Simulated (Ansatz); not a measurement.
Slab: WS2, a slab with vacuum.

```
W S
1.0
     3.18321    0.00000    0.00000
    -1.59160    2.75674    0.00000
     0.00000    0.00000   23.66876
W S
2 4
Direct
  0.66667 0.33333 0.36268
  0.33333 0.66667 0.63732
  0.66667 0.33333 0.70318
  0.33333 0.66667 0.42856
  0.66667 0.33333 0.57144
  0.33333 0.66667 0.29682
```

Base run:

```yaml
Program: Ansatz 0.2.0
Functional: r2SCAN
Potentials_or_basis: Ansatz PAW
Cutoff: "500 eV (not typed: the program's choice for these potentials)"
k_mesh: 7 × 7 × 2
Occupations: fermi-dirac, width 0.05 eV
Spin: no spin polarisation
```

Its results: band gap on the k mesh 1.78 eV, indirect (least direct gap 2.54 eV); largest force 0.014 eV/Å.

The run is repeated on the same cell with these changes: functional from r2SCAN to PBE; cutoff from 500 eV (not typed: the program's choice for these potentials) to 420 eV (not typed: the program's choice for these potentials). What comes out?

Band gap on the k mesh 1.65 eV, indirect (least direct gap 2.41 eV); largest force 0.269 eV/Å.

r2SCAN gives the wider gap, since meta-GGAs in the generalised Kohn-Sham scheme recover part of the derivative discontinuity.

Caveats: spin-orbit coupling is left out, which moves the levels of the heavy elements; the k mesh misses the band edges, so the gap on the mesh is wider than the one along the path (some runs); the PAW data sets come from PBE, with cores solved anew for the run's functional, which leaves a small shift of forces and pressure (some runs); odd divisions of the mesh miss points on the zone boundary, where band edges often lie, so the gap on the mesh can be too wide (some runs).
